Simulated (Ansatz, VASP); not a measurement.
# Two plane-wave programs on Ge

```
CELL_PARAMETERS angstrom
0.00000 2.82433 2.82433
2.82433 0.00000 2.82433
2.82433 2.82433 0.00000
ATOMIC_POSITIONS crystal
Ge 0.50000 0.50000 0.50000
Ge 0.75000 0.75000 0.75000
```

Alike in both runs: functional PBE; k mesh 12 × 12 × 12; occupations gaussian, width 0.1 eV; no spin polarisation.

Ansatz relaxed the structure, and its values are those at the end. VASP's run is a single point on that final structure, the one shown.

```csv
,VASP,Ansatz
version,VASP 6.6.1,Ansatz 0.2.0
potentials or method,"VASP PAW PBE potentials, release 64 (Ge_d)","scalar-relativistic, plane waves, PAW"
plane-wave cutoff (eV),520,420
valence electrons in the cell,28,28
```

|  | VASP | Ansatz | Ansatz less VASP |
| --- | --- | --- | --- |
| gap on the k mesh at the Fermi level (eV) | 0.08 | 0.07 | -0.005 |
| least direct gap on the mesh (eV) | 0.08 | 0.07 | -0.005 |
| pressure (GPa) | 3.9 | 4.0 | +0.08 |
